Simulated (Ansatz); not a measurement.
Something may be wrong with this Ansatz 0.2.0 calculation of GaCo.

Contents of input.yaml:

```yaml
crystal:
  lattice:
    - [2.878, 0.0, 0.0]
    - [0.0, 2.878, 0.0]
    - [0.0, 0.0, 2.878]
  atoms:
    - { symbol: Ga, position: [0.5, 0.5, 0.5] }
    - { symbol: Co, position: [0.0, 0.0, 0.0], spin: 2.0 }
hamiltonian:
  xc: pbesol
  pseudopotentials: { kind: paw }
  hubbard:
    sites: [{ species: Co, l: d, u_eff: 8.0 }]
    projectors: all-electron-ortho-atomic
magnetization:
  spin_polarized: true
kpoints:
  mp_grid: { grid: [9, 9, 9] }
scf:
  occupations: { method: fermi_dirac, width: 0.025 }
  n_extra_bands: 6
  max_iter: 100
output:
  forces: true
  stress: true
  eigenvalues: true
  dos: { projected: false, de: 0.05, nscf_kmesh: { grid: [14, 14, 14] } }
total_charge: -6
```

Potentials or basis: Ansatz PAW.

The run is started by

```console
$ ansatz run input.yaml --threads 1 --pin off --max-ram 2560MiB --backend cpu --events-out ev --progress --plain --runs-dir out
```

Output:

```text
Warning: RAYON_NUM_THREADS=1 ignored (pool sized by the plan → 1); use --threads N
Ga: projections on atomic orbitals take those of the free atom [Ar] 3d10 4s2 4p1, of charge +0.00 (hamiltonian.pseudopotentials.projection_atoms); the dataset's partial waves leave at most 1.1e-6 of an orbital's norm unspanned inside its sphere
Co: projections on atomic orbitals take those of the free atom [Ne] 3s2 3p6 3d7 4s2, of charge +0.00 (hamiltonian.pseudopotentials.projection_atoms); the dataset's partial waves leave at most 1.4e-6 of an orbital's norm unspanned inside its sphere
[... 1 line left out ...]
Engine: ansatz 0.2.0, x86_64-unknown-linux-gnu
Pseudopotentials: kind: paw
Pseudopotential: Ga, paw, valence charge 13, recommended cutoff 420 eV (normal), Ga.paw.azcp
Pseudopotential: Co, paw, valence charge 17, recommended cutoff 420 eV (normal), Co.paw.azcp
Functional definition: PBEsol
  exchange = pbesol_x
  correlation = pbesol_c
Crystal: 2 atoms, lattice volume = 23.838 Å³
Basis set: ecut = 420 eV, 461 PW (Γ), exchange–correlation on 40×40×40 points (8 copies of the dense FFT grid, shifted against one another)
Bands: 24, of which v1, the nominal top of the filled ones, is band 18 counted from 1 (17 counted from 0)
Symmetry: 48 space group operations
Space group: Pm-3m (ITA 221), of the structure as read, at distance tolerance 2.9e-5 Å
[... 61 lines left out ...]
Fermi energy:    23.465014 eV
--- Per-component energies (eV) ---
  E_band       = -75.651581
  E_kinetic    = 711.551296
  E_local      = -4587.876721  (includes V_loc(G=0)·N_el)
  E_nonlocal   = 990.903833
  E_hartree    = 2109.957842
  E_xc         = -302.017496
  E_vxc        = -360.618885  (∫ρ·V_xc dr)
  E_hubbard    = 2.425155  (on-site DFT+U / exact-exchange correction)
  E_vhub       = -32.546363  (the Hubbard potential's part of the band-sum identity)
  E_paw        = -3499.832251  (= ΣΔE_a)
  E_vpaw       = -1016.977455  (= ΣTr[D̂ρ^β])
  E_aug_tail   = -0.000049  (compensation charges beyond the density's cutoff)
  E_ewald      = -4137.616408
  E_core_change = 1.051397  (= ΣΔE_core)
  E_smearing   = -0.003891  (= −TS)
  E_closure    = 0.000000  (closes the sum)
  E_deformation_potential = -153.665957  (in the stress; not in F)
  Σ components = -8711.457292   (vs F -8711.457292, Δ=0.00e0)
--- Forces (eV/Å), atoms counted from 1 ---
  atom   1  Ga     0.00000000     0.00000000    -0.00000000
  atom   2  Co    -0.00000000    -0.00000000    -0.00000000
  max |Σ_I F_I| component: 6.71e-30 eV/Å
--- Stress (GPa, compression-positive) ---
      -55.252651       0.000000       0.000000
        0.000000     -55.252651       0.000000
        0.000000       0.000000     -55.252651
  P = ⅓ Tr σ = -55.2527 GPa (-552.527 kbar)
[... 5 lines left out ...]
Occupation matrices written to <dir>
```

What happened, and what is wrong with the input?

The calculation finished and met its thresholds. The input holds a flaw that was put in on purpose: a charge that the system can't hold (total_charge = -6). The program doesn't stop on it, so the numbers can't be trusted though the run ends normally.
